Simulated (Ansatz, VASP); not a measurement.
**As: VASP beside Ansatz**

INCAR

```
PREC     = Accurate       # precision mode
ENCUT    = 520            # plane-wave cutoff, eV
EDIFF    = 1E-7           # SCF threshold, eV
ISMEAR   = -1             # smearing method
SIGMA    = 0.05           # smearing width, eV
LREAL    = F              # projectors in reciprocal space
LASPH    = T              # aspherical terms in the spheres
NELM     = 100            # most SCF steps
ALGO     = Normal         # electronic algorithm
ISIF     = 2              # what is computed and relaxed
LWAVE    = F              # write WAVECAR
LCHARG   = T              # write CHGCAR
GGA      = PE             # functional
LELF     = T              # ELF
LVHAR    = T            
NBANDS   = 8              # bands
```

Contents of KPOINTS:

```
regular mesh
0
Gamma
  15 15 15
```

The input POSCAR:

```
As
1.0
    0.0000000000      1.6077995199      1.6077995199
    1.6077995199      0.0000000000      1.6077995199
    1.6077995199      1.6077995199      0.0000000000
As
1
Direct
    0.0000000000      0.0000000000      0.0000000000
```

Input for Ansatz:

```yaml
crystal:
  lattice:
    - [0.0, 1.6077995199, 1.6077995199]
    - [1.6077995199, 0.0, 1.6077995199]
    - [1.6077995199, 1.6077995199, 0.0]
  atoms:
    - { symbol: As, position: [0.0, 0.0, 0.0] }
kpoints:
  mp_grid: { grid: [15, 15, 15] }
scf:
  occupations: { method: fermi_dirac, width: 0.05 }
hamiltonian:
  xc: pbe
  pseudopotentials: { kind: nc }
output:
  forces: true
  stress: true
  eigenvalues: true
```

Change from the starting cell: volume scaled by 0.43, norm-conserving files.

Alike in both runs: task single point; functional PBE; k mesh 15 × 15 × 15; occupations fermi-dirac, width 0.05 eV; no spin polarisation.

```csv
,VASP,Ansatz
version,VASP 6.6.1,Ansatz 0.2.0
potentials or method,"VASP PAW PBE potentials, release 64 (As)","norm-conserving pseudopotentials, scalar-relativistic"
plane-wave cutoff (eV),520,1143
valence electrons in the cell,5,15
```

```csv
,VASP,Ansatz,Ansatz less VASP
pressure (GPa),431.3,412.0,-19.33
```

The two sets of potentials don't hold the same shells in valence.

Caveats: the cell as given lies far from equilibrium; so large a pressure means that the cell lies far from this level's equilibrium, or that cutoff or potentials fall short (VASP).
